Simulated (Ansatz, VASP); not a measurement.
**LiCl: VASP beside Ansatz**

```
Li Cl
1.0
     0.00000    2.54968    2.54968
     2.54968    0.00000    2.54968
     2.54968    2.54968    0.00000
Li Cl
1 1
Direct
  0.00000 0.00000 0.00000
  0.50000 0.50000 0.50000
```

Alike in both runs: task single point; functional PBE; k mesh 8 × 8 × 8; occupations gaussian, width 0.02 eV; no spin polarisation.

|  | VASP | Ansatz |
| --- | --- | --- |
| version | VASP 6.6.1 | Ansatz 0.2.0 |
| potentials or method | VASP PAW PBE potentials, release 64 (Li_sv, Cl) | scalar-relativistic, plane waves, PAW |
| plane-wave cutoff (eV) | 520 | 420 |
| valence electrons in the cell | 10 | 10 |

```csv
,VASP,Ansatz,Ansatz less VASP
gap on the k mesh at the Fermi level (eV),6.44,6.43,-0.013
least direct gap on the mesh (eV),6.44,6.43,-0.013
```

The functional is the same, so the differences come from potentials, cutoffs and numerics.

 A k mesh can miss the band edges.
